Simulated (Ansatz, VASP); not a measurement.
# MgS in VASP and in Ansatz

The input INCAR:

```
PREC     = Accurate       # precision mode
ENCUT    = 600            # plane-wave cutoff, eV
EDIFF    = 1E-6           # SCF threshold, eV
ISMEAR   = 0              # smearing method
SIGMA    = 0.02           # smearing width, eV
LREAL    = F              # projectors in reciprocal space
LASPH    = T              # aspherical terms in the spheres
NELM     = 100            # most SCF steps
ALGO     = Normal         # electronic algorithm
ISIF     = 3              # what is computed and relaxed
LWAVE    = F              # write WAVECAR
LCHARG   = F              # write CHGCAR
GGA      = PE             # functional
IBRION   = 2              # ionic algorithm
NSW      = 100            # ionic steps
EDIFFG   = -0.005         # ionic threshold
```

Contents of KPOINTS:

```
Automatic mesh
0
Gamma
  8 8 8
```

File POSCAR:

```
MgS
1.0
    0.0000000000      2.6016500000      2.6016500000
    2.6016500000      0.0000000000      2.6016500000
    2.6016500000      2.6016500000      0.0000000000
Mg S
1 1
Direct
    0.0000000000      0.0000000000      0.0000000000
    0.5000000000      0.5000000000      0.5000000000
```

Input for Ansatz:

```yaml
crystal:
  lattice:
    - [0.0, 2.60165, 2.60165]
    - [2.60165, 0.0, 2.60165]
    - [2.60165, 2.60165, 0.0]
  atoms:
    - { symbol: Mg, position: [0.0, 0.0, 0.0] }
    - { symbol: S, position: [0.5, 0.5, 0.5] }
basis:
  ecutwfc: 420
kpoints:
  mp_grid: { grid: [8, 8, 8] }
hamiltonian:
  xc: pbe
scf:
  occupations: { method: gaussian, width: 0.02 }
output:
  forces: true
  stress: true
  eigenvalues: true
relax:
  adjacent_minimum: "off"
  f_tol: 0.005
  max_steps: 80
  cell: { stress_tol: 0.05 }
```

Alike in both runs: task relaxation of cell and atoms; functional PBE; k mesh 8 × 8 × 8; occupations gaussian, width 0.02 eV; no spin polarisation.

|  | VASP | Ansatz |
| --- | --- | --- |
| version | VASP 6.6.1 | Ansatz 0.2.0 |
| potentials or method | VASP PAW PBE potentials, release 64 (Mg, S) | scalar-relativistic, plane waves, PAW |
| plane-wave cutoff (eV) | 600 | 420 |
| valence electrons in the cell | 8 | 16 |

Ansatz gave:

```
gap on the k mesh at the Fermi level, each at its own relaxed structure (eV) : 2.76
relaxed volume (Å³/atom)                                                     : 17.88
relaxed cell length with the largest relative difference (Å)                 : 3.698
```

Problem. Which values does VASP return?

Solution. gap on the k mesh at the Fermi level, each at its own relaxed structure (eV): 2.75; relaxed volume (Å³/atom): 17.81; relaxed cell length with the largest relative difference (Å): 3.693.

The two sets of potentials don't hold the same shells in valence.

A k mesh can miss the band edges. A hybrid or GW would open this gap; PBE tends to underestimate it. PBE usually gives volumes a little too large and moduli too small.
